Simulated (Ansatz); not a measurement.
**CuI (Marshite) in Ansatz: convergence with ecutrho ratio**

The system is CuI (Marshite).

```
I Cu
1.0
     0.00000    3.03150    3.03150
     3.03150    0.00000    3.03150
     3.03150    3.03150    0.00000
I Cu
1 1
Direct
  0.00000 0.00000 0.00000
  0.75000 0.75000 0.75000
```

| Property | Result |
| --- | --- |
| Program | Ansatz 0.2.0 |
| Task | convergence study |
| Functional | PBEsol |
| Potentials or basis | Ansatz PAW |
| Cutoff | 420 eV |
| Density cutoff | 1680 eV |
| k mesh | 6 × 6 × 6 |
| Occupations | fermi-dirac, width 0.1 eV |
| Spin | no spin polarisation |

These are the settings of the first run; the series varies ecutrho ratio, with any setting tied to it.

Hardware: 2 threads of Intel(R) Xeon(R) Processor @ 2.50GHz (Skylake/Cascade Lake) (shared host).

```tsv
ecutrho ratio	energy less the tightest run, at zero smearing (meV/atom)	SCF cycles	CPU time (s)	peak memory (GiB)
4	-0.01	6	4.2	0.35
5	0.00	6	4.5	0.36
6	0.00	6	4.5	0.36
8	0.00	6	5	0.4
10	0.00	6	5	0.42
12	0.00	6	5.5	0.43
```

Against the tightest run, the energy stays within 1 meV/atom from 4 on. The tightest run that finished is the yardstick and may itself not be fully converged.
